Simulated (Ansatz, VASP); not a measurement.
AlN: VASP beside Ansatz

```
Al N
1.0
     3.08862    0.00000    0.00000
    -1.54431    2.67482    0.00000
     0.00000    0.00000    5.14133
Al N
2 2
Direct
  0.33333 0.66667 0.00465
  0.66667 0.33333 0.50465
  0.33333 0.66667 0.38035
  0.66667 0.33333 0.88035
```

Change from the starting cell: engineering shear strain xz +0.0000, normal strain along z +0.0400.

Alike in both runs: functional LDA; k mesh 9 × 9 × 6; occupations gaussian, width 0.05 eV; no spin polarisation.

Ansatz relaxed the structure, and its values are those at the end. VASP's run is a single point on that final structure, the one shown.

```csv
,VASP,Ansatz
version,VASP 6.6.1,Ansatz 0.2.0
potentials or method,"VASP PAW LDA potentials, release 64 (Al, N)","scalar-relativistic, plane waves, PAW"
plane-wave cutoff (eV),520,520
valence electrons in the cell,16,16
```

```tsv
	VASP	Ansatz	Ansatz less VASP
gap on the k mesh at the Fermi level (eV)	4.13	4.12	-0.006
least direct gap on the mesh (eV)	4.13	4.12	-0.006
pressure (GPa)	-6.8	-7.3	-0.53
rms of the force components (eV/Å)	0.004	0.000	-0.0040
```

Ansatz warned: «pseudo_functional_mismatch».
